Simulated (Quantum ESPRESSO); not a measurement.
The system is CoO.

```
Co O
1.0
     0.00000    2.13150    2.13150
     2.13150    0.00000    2.13150
     2.13150    2.13150    0.00000
Co O
1 1
Direct
  0.00000 0.00000 0.00000
  0.50000 0.50000 0.50000
```

Base run:

| Quantity | Value |
| --- | --- |
| Program | Quantum ESPRESSO 7.5 |
| Functional | PBEsol |
| Potentials or basis | GBRV 1.5 PBEsol |
| Cutoff | 762 eV |
| Density cutoff | 6095 eV |
| k mesh | 11 × 11 × 11 |
| Occupations | fermi-dirac, width 0.05 eV |
| Spin | collinear spin, ferromagnetic start |
| Starting moments | [2.0, 0.0] μB |

Its results: band gap on the k mesh none (metal or under the smearing width); pressure -10.7 GPa; net moment 2.99 μB per cell; site moments Co +2.54; O +0.35 μB.

Question: The run is repeated on the same cell with these changes: k mesh from 11 × 11 × 11 to 6 × 6 × 6; hubbard terms from none to Co d U = 5.3 eV. What comes out?

Answer: Band gap on the k mesh none (metal or under the smearing width); pressure -5.5 GPa; net moment 2.90 μB per cell; site moments Co +2.58; O +0.22 μB.

Several settings changed at once, so the effect can't be laid on one alone.

Caveats: some runs use coarse meshes; a cell with one magnetic atom can't hold antiferromagnetic order, which such compounds often take; semilocal functionals often make such compounds metallic where correlation or magnetic order opens a gap, which also shifts bond lengths (some runs).
